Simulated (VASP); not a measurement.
A run of VASP 6.6.1 is set up as follows.

Contents of INCAR:

```
  PREC = Accurate
  ENCUT = 600
  EDIFF = 1E-7
  ISMEAR = 0
  SIGMA = 0.1
  LREAL = F
  LASPH = T
  NELM = 80
  ALGO = Fast
  ISIF = 3
  LWAVE = F
  LCHARG = F
  GGA = PS
  IBRION = 2
  NSW = 90
  EDIFFG = -0.005
```

KPOINTS

```
regular mesh
0
Gamma
  6 6 6
```

POSCAR

```
Pt
1.0
   -1.5570610900      1.5570610900      1.5570610900
    1.5570610900     -1.5570610900      1.5570610900
    1.5570610900      1.5570610900     -1.5570610900
Pt
1
Direct
    0.0000000000      0.0000000000      0.0000000000
```

Potentials or basis: VASP PAW PBE potentials, release 64 (Pt).

Command:

```bash
$ cat potpaw_PBE.64/Pt/POTCAR > POTCAR
$ mpirun -np 1 vasp_std > vasp.out
```

(1) What does it give for the relaxed volume?

(2) Estimate the relaxed cell.

(3) What does it give for the band gap on the k mesh?

## Answers

(1) 15.24 Å³/atom.

(2) a = 2.705 Å, b = 2.705 Å, c = 2.705 Å, α = 109.47°, β = 109.47°, γ = 109.47°.

(3) none (metal or under the smearing width).

Caveat: the k mesh is coarse (spacing up to 0.48 Å⁻¹), so the values aren't converged; the PAW data sets were made with another functional, which shifts forces and pressure a little.
